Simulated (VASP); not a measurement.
**The band gap of 8 crystals: PBE beside LDA, TB-mBJ**

Computed band gap (eV) at each level. Gaps hold for the cell as given (a database cell, not always the measured one). They are the smaller of the mesh's gap and, where one was run, the band path's. Brackets give the space group and the cell's volume in Å³ per atom. Not every cell is the stable form of its formula. Spin polarisation and spin-orbit coupling are off unless named.

- PBE: VASP (PAW files made for PBE); cutoffs 520 to 900 eV; k meshes of 162 to 1000 points
- LDA: VASP (PAW files made for LDA); cutoff 520 eV; k meshes of 162 to 1000 points
- TB-mBJ: VASP (PAW files made for PBE); cutoff 520 eV; k meshes of 162 to 1000 points

| crystal | PBE | LDA | TB-mBJ |
| --- | --- | --- | --- |
| P (Cmce, 4 atoms; 20.46) | 0.10 | under 0.05 | 0.64 |
| Mg3Sb2 (P-3m1, 5 atoms; 26.34) | 0.27 | 0.24 | 0.76 |
| MoTe2 (P6_3/mmc, 6 atoms; 24.96) | 0.72 | 0.67 | 0.83 |
| MoS2 (P6_3/mmc, 6 atoms; 17.86) | 0.89 | 0.81 | 1.13 |
| Se (P3_121, 3 atoms; 27.26) | 1.01 | 0.91 | 1.46 |
| TiO2 (P4_2/mnm, 6 atoms; 10.44) | 1.84 | 1.75 | 2.71 |
| Li2Se (Fm-3m; 18.05) | 2.97 | 2.81 | 4.18 |
| CdF2 (Fm-3m; 13.03) | 3.07 | 2.80 | 6.62 |

LDA lies below PBE in 8 of 8 crystals, with a median shift of -0.10 eV (-0.27 eV for CdF2 to -0.03 eV for Mg3Sb2); a straight line gives LDA ≈ 0.95 × PBE - 0.04 eV with a scatter of 0.04 eV. It finds next to no gap in P, which counts as 0 in these figures. TB-mBJ lies above PBE in 8 of 8 crystals, with a median shift of +0.52 eV (+0.11 eV for MoTe2 to +3.55 eV for CdF2); a straight line gives TB-mBJ ≈ 1.74 × PBE - 0.08 eV with a scatter of 0.67 eV. The figures use the values as printed. No column holds spin-orbit coupling, which bears on the band edges of Mg3Sb2, MoTe2, Se, Li2Se. LDA stands for any of its common fits to the electron gas. Columns can differ in potentials, cutoffs, meshes, task and smearing within a row, which adds scatter of its own. Where several set-ups ran one level, the entry is one near their median; a run lay far from it for TiO2.
